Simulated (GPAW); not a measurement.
Crystal: TiB2.

```
Ti B
1.0
     3.02920    0.00000    0.00000
    -1.51460    2.62336    0.00000
     0.00000    0.00000    3.22840
Ti B
1 2
Direct
  0.00000 0.00000 0.00000
  0.66667 0.33333 0.50000
  0.33333 0.66667 0.50000
```

```yaml
Program: GPAW 26.7.0
Task: single point
Functional: PBE
Potentials_or_basis: GPAW PAW data sets (gpaw-data 1.2.1)
Cutoff: 800 eV
Basis: pw
k_mesh: 10 × 10 × 8
Occupations: fermi-dirac, width 0.05 eV
Spin: no spin polarisation
```

On this cell: pressure 0.7 GPa; largest force under 0.003 eV/Å; band gap on the k mesh none (metal or under the smearing width).

The same run follows on a disturbed copy (atoms moved at random, drawn with an rms of 0.05 Å):

```
Ti B
1.0
     3.02920    0.00000    0.00000
    -1.51460    2.62336    0.00000
     0.00000    0.00000    3.22840
Ti B
1 2
Direct
  0.99663 0.98608 0.98473
  0.65640 0.31348 0.50274
  0.33149 0.66649 0.49409
```

**Question.** What changes?

**Answer.** The energy (extrapolated to zero smearing) moves by +13.2 meV/atom; pressure 1.3 GPa; largest force 0.947 eV/Å; band gap on the k mesh none (metal or under the smearing width).

Forces in eV/Å, atoms in the order of the input:
```
Ti  -0.206  0.139  0.640
B    0.046  0.780 -0.476
B    0.160 -0.919 -0.164
```

Stress tensor (GPa, compression positive):
```
 0.24  0.05 -0.16
 0.05  2.81  0.09
-0.16  0.09  0.84
```
